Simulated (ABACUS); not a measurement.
# VO2 under changes of volume

One of the cells (10.308 Å³/atom); the others are scaled copies at fixed shape and fractional positions:

```
V O
1.0
     4.50720    0.00000    0.00000
     0.00000    4.50720    0.00000
     0.00000    0.00000    3.04445
V O
2 4
Direct
  0.50000 0.50000 0.50000
  0.00000 0.00000 0.00000
  0.20036 0.79964 0.50000
  0.79964 0.20036 0.50000
  0.70036 0.70036 0.00000
  0.29964 0.29964 0.00000
```

The cell is a database's computed one.

```yaml
Program: ABACUS 3.10.1
Functional: PBE
Potentials_or_basis: PseudoDojo NC SR 0.4.1 PBE standard
Cutoff: 1143 eV
Density_cutoff: 4572 eV
Basis: plane waves
k_mesh: 6 × 6 × 9
Occupations: fermi-dirac, width 0.05 eV
Spin: collinear spin, ferromagnetic start
Starting_moments: "[2.0, 2.0, 0.0, 0.0, 0.0, 0.0] μB"
```

```tsv
volume (Å³/atom)	energy over the lowest point (meV/atom)	pressure (GPa)	largest force (eV/Å)
9.689	2.67	4.8	0.225
9.896	0.00	-0.4	0.231
10.102	?	?	?
10.308	13.24	-9.4	0.241
10.514	27.87	-13.1	0.244
10.720	47.00	-16.5	0.248
10.926	70.18	-19.4	0.251
```

Q: What does the run at 10.102 Å³/atom give?

A: Energy over the lowest point 3.76 meV/atom; pressure -5.2 GPa; largest force 0.236 eV/Å.

Worked out: A Birch-Murnaghan fit of order 3 (a polynomial in V^(-2/3)) to the other rows has its minimum at 9.87 Å³/atom with B0 = V·E''(V) = 242 GPa and B' = 4.6 at fixed shape and positions, which overstates the stiffness. It gives 3.76 meV/atom at 10.102 Å³/atom, against the run's 3.76, and -dE/dV = -5.2 GPa, against -5.2.

Energies are extrapolated to zero smearing.

Caveats: there are fewer bands than atomic start orbitals, so a level may be missed at k points of high symmetry.
